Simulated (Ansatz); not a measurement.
# TaS2 (P-3m1) in Ansatz: a series of runs

The runs below take TaS2 through band structure, with PBEsol.

Program: Ansatz 0.2.0. These are calculated values, not measurements. Logs are shortened: lines on timing, memory, paths and dates and some standing lists are left out, and cuts for length are marked.

### 1 The structure

The structure is trigonal, space group P-3m1 (No. 164). The conventional cell has a = 3.350 Å, b = 3.350 Å, c = 5.860 Å, α = 90.00°, β = 90.00°, γ = 120.00°. Around Ta (site symmetry -3m) lie 6 S at 2.43 Å. S (site symmetry 3m) has 3 Ta at 2.43 Å as nearest neighbours.

### 2 Band structure, PBEsol

Input file input.yaml:

```yaml
crystal:
  lattice:
    - [3.35, 0.0, 0.0]
    - [-1.675, 2.9011851027, 0.0]
    - [0.0, 0.0, 5.86]
  atoms:
    - { symbol: Ta, position: [0.0, 0.0, 0.0] }
    - { symbol: S, position: [0.6666666667, 0.3333333333, 0.75] }
    - { symbol: S, position: [0.3333333333, 0.6666666667, 0.25] }
kpoints:
  mp_grid: { grid: [7, 7, 4] }
  band_path:
    path:
      - [0.0, 0.0, 0.0]
      - [0.5, 0.0, 0.0]
      - [0.3333333333, 0.3333333333, 0.0]
      - [0.0, 0.0, 0.0]
      - [0.0, 0.0, 0.5]
      - [0.5, 0.0, 0.5]
      - [0.3333333333, 0.3333333333, 0.5]
      - [0.0, 0.0, 0.5]
    npoints: 8
scf:
  occupations: { method: fermi_dirac, width: 0.05 }
hamiltonian:
  xc: pbesol
  pseudopotentials: { kind: all_electron, lapw: { basis_error: 0.002 } }
output:
  forces: true
  stress: true
  eigenvalues: true
```

Potentials or basis: all-electron LAPW, scalar-relativistic.

The run is started by

```sh
$ ansatz run input.yaml --threads 2 --pin off --max-ram 8192MiB --backend cpu --events-out ev --progress --plain --runs-dir out
```

Log:

```text
Warning: RAYON_NUM_THREADS=2 ignored (pool sized by the plan → 2); use --threads N
LAPW: plane waves up to 8.236 Å⁻¹, error target 2.0e-3 eV per atom; small_component_spin mean_spin; S in spheres of 1.033 Å, 14 of its electrons in bands, Dirac shells []; Ta in spheres of 1.394 Å, 37 of its electrons in bands, Dirac shells [] (how accurate: hamiltonian.pseudopotentials.lapw.basis_error, Limitations)
Engine: ansatz 0.2.0, aarch64-unknown-linux-gnu
Pseudopotentials: kind: all_electron
Pseudopotential: Ta, LAPW, valence charge 37, lapw/all_electron/scalar/gaussian/Ta, Koelling and Harmon's equation, gaussian nucleus
Pseudopotential: S, LAPW, valence charge 14, lapw/all_electron/scalar/gaussian/S, Koelling and Harmon's equation, gaussian nucleus
Functional definition: PBEsol
  exchange = pbesol_x
  correlation = pbesol_c
Crystal: 3 atoms, lattice volume = 56.953 Å³
Basis set: ecut = 258.44240454741487 eV, 549 PW (Γ), exchange–correlation at level 2
Bands: 39, of which v1, the nominal top of the filled ones, is band 33 counted from 1 (32 counted from 0)
Symmetry: 12 space group operations
Space group: P-3m1 (ITA 164), of the structure as read, at distance tolerance 3.8e-5 Å
k-points: 28 of 196
Non-local potential: Ta, projectors of the file, none
Non-local potential: S, projectors of the file, none
Initial density: superposition of atomic densities (chi_scale 0.1, normalization cell, long waves kept (reshape's long-wave potential 0.17 eV rms))
Initial wavefunctions: plane waves of lowest kinetic energy (no species holds an atomic orbital)
Functional: x = pbesol(κ = 0.804, μ = 0.12345679012345678), c = pbesol(β = 0.046)
iter 1 solved again at ethr=1.90e-3 eV; its pass at ethr=1.00e-1 eV (dr2=1.24e0 eV) is discarded
SCF iter   1: F=—  HF=-446138.161608 eV  |F-HF|=—  |Δ(HF+E_count)|=         —  Δρ=4.26e-2  dr2=1.24e0  ethr=1.90e-3  ⟨swp⟩=2.0  Hψ=7274  notcnv=0
preconditioner: auto → LDOS  [metal: Δε(μ)=0.058 eV  Ē_g=16.352 eV  σ=0.050 eV  W_gap=0.28  n_scr=22 (ndim 8)  ℏωp=27.4 eV  f_vac=0.112  D(μ)=2.21/eV (n_scr^D=22)  β→1.0]
SCF iter   2: F=—  HF=-446137.793361 eV  |F-HF|=—  |Δ(HF+E_count)|=   3.68e-1  Δρ=2.16e-2  dr2=3.60e-1  ethr=1.90e-3  ⟨swp⟩=3.0  Hψ=3680  notcnv=0
SCF iter   3: F=—  HF=-446137.679760 eV  |F-HF|=—  |Δ(HF+E_count)|=   1.14e-1  Δρ=7.49e-3  dr2=4.64e-2  ethr=5.54e-4  ⟨swp⟩=3.0  Hψ=3587  notcnv=0
SCF iter   4: F=—  HF=-446137.627731 eV  |F-HF|=—  |Δ(HF+E_count)|=   5.20e-2  Δρ=4.27e-3  dr2=1.22e-2  ethr=7.14e-5  ⟨swp⟩=2.0  Hψ=3162  notcnv=0
iter 5 solved again at ethr=1.65e-6 eV; its pass at ethr=1.87e-5 eV (dr2=1.07e-3 eV) is discarded
SCF iter   5: F=—  HF=-446137.619028 eV  |F-HF|=—  |Δ(HF+E_count)|=         —  Δρ=1.21e-3  dr2=1.07e-3  ethr=1.65e-6  ⟨swp⟩=2.0  Hψ=5356  notcnv=0
the basis was enlarged: its passes take 2.4 MiB over the memory plan, 2 of 2 planned eigensolver slots
SCF iter   6: F=—  HF=-446137.618719 eV  |F-HF|=—  |Δ(HF+E_count)|=   3.08e-4  Δρ=2.73e-4  dr2=5.76e-5  ethr=1.65e-6  ⟨swp⟩=2.0  Hψ=3109  notcnv=0
SCF iter   7: F=—  HF=-446137.618707 eV  |F-HF|=—  |Δ(HF+E_count)|=   1.19e-5  Δρ=4.70e-5  dr2=1.66e-6  ethr=8.86e-8  ⟨swp⟩=2.0  Hψ=3109  notcnv=0
SCF iter   8: F=-446137.618707 eV  HF=-446137.618707 eV  |F-HF|=1.16e-9  |Δ(HF+E_count)|=   1.88e-7  Δρ=4.58e-6  dr2=1.15e-8  ethr=2.55e-9  ⟨swp⟩=2.0  Hψ=3109  notcnv=0
SCF 1 converged in 8 iterations: F = -446137.618707 eV  dr2 = 1.15e-8
NSCF: frozen V_eff on 57 k-points
SCF converged after 8 iterations
Free energy (F): -446137.618707 eV
Harris-Foulkes:  -446137.618707 eV  (|F-HF|=1.16e-9)
Internal energy: -446137.596632 eV  (E = F + TS)
E sigma→0 (E₀):  -446137.607669 eV
Entropy (-TS):   -0.022075 eV (-7.358 meV/atom)
Fermi energy:    13.138645 eV
--- Per-component energies (eV) ---
  E_band       = -4687.169917
  E_kinetic    = 495541.721552
  E_xc         = -9858.672870
  E_electrostatic = -931820.645314  (all electrons and nuclei)
  E_smearing   = -0.022075  (= −TS)
  E_closure    = 0.000000  (closes the sum)
  E_atoms      = -446115.236460  (free atoms, spherical and without spin; not in F)
  Σ components = -446137.618707   (vs F -446137.618707, Δ=0.00e0)
  Basis errors (estimates in eV, not in F): energy 9.5e-4 per atom: plane waves 8.6e-4 (5.0e-4 summed), levels above the bands 1.5e-66, relativity 4.8e-8, radial functions 8.1e-5, core shells 2.7e-6; eigenvalues (radial functions only) 2.8e-6; not estimated: angular momenta, meshes, grids; target (lapw.basis_error) 2.0e-3; muffin-tin radii S 1.033 Å, Ta 1.394 Å
--- Forces (eV/Å), atoms counted from 1 ---
  atom   1  Ta     0.00000000     0.00000000     0.00000000
  atom   2  S     -0.00000000     0.00000000    -0.95861790
  atom   3  S      0.00000000     0.00000000     0.95861790
  max |Σ_I F_I| component: 5.78e-19 eV/Å
--- Stress (GPa, compression-positive) ---
        2.822682       0.000000       0.000000
       -0.000000       2.822682       0.000000
        0.000000       0.000000       7.442694
  P = ⅓ Tr σ = 4.3627 GPa (43.627 kbar)
--- Band table (eV; the first three rows and the last of 28) ---
  k-point 0: bands = ["-204.2784", "-204.2784", "-204.2530", "-204.2459", "-204.2459", "-192.3253", "-192.3253", "-137.3805", "-137.3805", "-137.3805", "-137.3805", "-137.3700", "-137.3700", "-55.5195", "-22.0413", "-21.9987", "-21.9987", "-7.3837", "-7.3502", "-7.3341", "-7.3341", "-7.3238", "-7.3124", "-7.3124", "-2.0125", "0.1046", "6.1122", "8.8706", "8.8706", "11.8157", "12.3679", "12.3679", "13.1405", "13.1405", "13.3735", "17.2221", "17.2221", "18.2200", "18.5613"]
  k-point 1: bands = ["-204.2784", "-204.2784", "-204.2530", "-204.2459", "-204.2459", "-192.3253", "-192.3253", "-137.3804", "-137.3804", "-137.3804", "-137.3804", "-137.3700", "-137.3700", "-55.5195", "-22.0414", "-21.9987", "-21.9987", "-7.3837", "-7.3502", "-7.3341", "-7.3341", "-7.3238", "-7.3124", "-7.3124", "-1.8938", "-0.1378", "6.6352", "8.8848", "8.8848", "10.6404", "12.2969", "12.2969", "13.1257", "13.1257", "14.0331", "17.4279", "17.4279", "18.2700", "19.3097"]
  k-point 2: bands = ["-204.2784", "-204.2784", "-204.2530", "-204.2459", "-204.2459", "-192.3253", "-192.3253", "-137.3805", "-137.3805", "-137.3804", "-137.3804", "-137.3700", "-137.3700", "-55.5195", "-22.0415", "-21.9987", "-21.9987", "-7.3837", "-7.3502", "-7.3341", "-7.3341", "-7.3238", "-7.3124", "-7.3124", "-1.7421", "-0.4032", "7.3846", "8.8992", "8.8992", "9.5447", "12.2287", "12.2287", "13.1105", "13.1105", "14.3592", "17.6486", "17.6486", "18.4887", "20.1310"]
  k-point 27: bands = ["-204.2784", "-204.2784", "-204.2530", "-204.2459", "-204.2459", "-192.3253", "-192.3253", "-137.3805", "-137.3804", "-137.3804", "-137.3804", "-137.3700", "-137.3700", "-55.5050", "-22.2443", "-22.1647", "-21.9751", "-7.3702", "-7.3608", "-7.3353", "-7.3305", "-7.3191", "-7.3169", "-7.3132", "0.0428", "0.2573", "7.0972", "7.4663", "8.3419", "9.0784", "9.6530", "9.8891", "14.0069", "14.2126", "15.4430", "17.3273", "18.8034", "20.4582", "20.5692"]
```

Run time: 11 s. Hardware: 2 threads of Arm Neoverse V2, shared host; peak memory 0.34 GiB.

Results:

* Free energy: -446137.6187 eV
* Pressure: 4.4 GPa
* Largest force: 0.959 eV/Å
* Band gap along the path: none (metal or under the smearing width)

Forces on the atoms (eV/Å):
```
Ta   0.000  0.000  0.000
S    0.000  0.000 -0.959
S    0.000  0.000  0.959
```

Levels at the corners of the path, in eV from the Fermi level:
| point | band 29 | band 30 | band 31 | band 32 | band 33 | band 34 | band 35 | band 36 |
| --- | --- | --- | --- | --- | --- | --- | --- | --- |
| Γ | -4.27 | -1.32 | -0.77 | -0.77 | 0.00 | 0.00 | 0.23 | 4.08 |
| M | -4.52 | -4.11 | -3.47 | -2.26 | -0.83 | 2.44 | 2.98 | 4.42 |
| K | -5.53 | -3.81 | -3.81 | -3.19 | 1.13 | 2.13 | 2.13 | 4.14 |
| Γ | -4.27 | -1.32 | -0.77 | -0.77 | 0.00 | 0.00 | 0.23 | 4.08 |
| A | -4.24 | -3.59 | -0.91 | -0.91 | -0.03 | -0.03 | 1.22 | 4.51 |
| L | -4.40 | -4.24 | -2.23 | -1.97 | -1.28 | 2.43 | 2.97 | 4.30 |
| H | -5.50 | -3.81 | -3.54 | -3.54 | 1.22 | 1.43 | 1.43 | 5.07 |
| A | -4.24 | -3.59 | -0.91 | -0.91 | -0.03 | -0.03 | 1.22 | 4.51 |

Caveat: the k mesh is thin for a metal, which can move the energy by tens of meV per atom; spin-orbit coupling is left out, which moves the levels of the heavy elements; this functional lacks dispersion, which binds the layers, so the pressure and a relaxed spacing across them are unreliable.

### 3 Band structure, PBEsol, spin-orbit coupling, no magnetisation

input.yaml: that of step 2 with these lines changed.

```diff
@@ -27,2 +27,5 @@
   pseudopotentials: { kind: all_electron, lapw: { basis_error: 0.002 } }
+magnetization:
+  noncollinear: true
+  spin_orbit: true
 output:
```

Potentials or basis: all-electron LAPW, relativistic spinors.

The run is started by

```sh
$ ansatz run input.yaml --threads 2 --pin off --max-ram 8192MiB --backend cpu --events-out ev --progress --plain --runs-dir out
```

Wall time 2.2 min (2 threads of Arm Neoverse V2, shared host); peak memory 0.68 GiB.

The run converged. Its results:

```
Free energy             : -446719.2437 eV
Pressure                : 4.3 GPa
Largest force           : 0.951 eV/Å
Band gap along the path : none (metal or under the smearing width)
```

Forces in eV/Å, atoms in the order of the input:
```
Ta   0.000  0.000  0.000
S    0.000  0.000 -0.951
S    0.000  0.000  0.951
```

Stress tensor (GPa, compression positive):
```
2.69 0.00 0.00
0.00 2.69 0.00
0.00 0.00 7.40
```

Levels at the corners of the path, in eV from the Fermi level:
| point | band 70 | band 71 | band 72 | band 73 | band 74 | band 75 |
| --- | --- | --- | --- | --- | --- | --- |
| Γ | -0.70 | -0.10 | -0.10 | 0.02 | 0.02 | 0.37 |
| M | -2.24 | -0.83 | -0.83 | 2.40 | 2.40 | 3.04 |
| K | -3.17 | 1.12 | 1.12 | 1.99 | 1.99 | 2.28 |
| Γ | -0.70 | -0.10 | -0.10 | 0.02 | 0.02 | 0.37 |
| A | -0.84 | -0.04 | -0.04 | -0.01 | -0.01 | 1.27 |
| L | -1.91 | -1.28 | -1.28 | 2.39 | 2.39 | 3.04 |
| H | -3.54 | 1.18 | 1.18 | 1.32 | 1.32 | 1.61 |
| A | -0.84 | -0.04 | -0.04 | -0.01 | -0.01 | 1.27 |

Caveat: the k mesh is thin for a metal, which can move the energy by tens of meV per atom; this functional lacks dispersion, which binds the layers, so the pressure and a relaxed spacing across them are unreliable.
